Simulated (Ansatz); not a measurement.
α-phase Li3N was calculated with dielectric-dependent PBE hybrid (Ansatz, a quantum-chemistry and plane-wave program, PAW).

Settings: plane-wave cutoff 460 eV, 9×9×8 k mesh (along the axes of the cell as run), Fermi–Dirac smearing 0.01 eV, scalar-relativistic PAW data made under PBE.

Cell (measured lattice):

```yaml
crystal:
  lattice:
    - [-1.82600, -3.16273, 0.00000]
    - [-1.82600, 3.16273, 0.00000]
    - [0.00000, 0.00000, -3.86600]
  atoms:
    - { symbol: Li, position: [0.33333, 0.66667, 0.00000] }
    - { symbol: Li, position: [0.66667, 0.33333, 0.00000] }
    - { symbol: Li, position: [0.00000, 0.00000, 0.50000] }
    - { symbol: N, position: [0.00000, 0.00000, 0.00000] }
```

Estimate the band gap that the calculation returns.


- band gap: 2.09 eV (on the SCF k mesh)

Measured, for comparison: band gap 2.15 eV (4 K, zero-point motion not removed, indirect, optical absorption, E parallel c; as tabulated in Brendecke and Bludau (1979), doi:10.1063/1.326533).

Note: cell and atoms aren't relaxed at this level (pressure -1.6 GPa).

Computed values are for the static lattice.

Cost on a shared machine: very roughly 5 core-minutes.
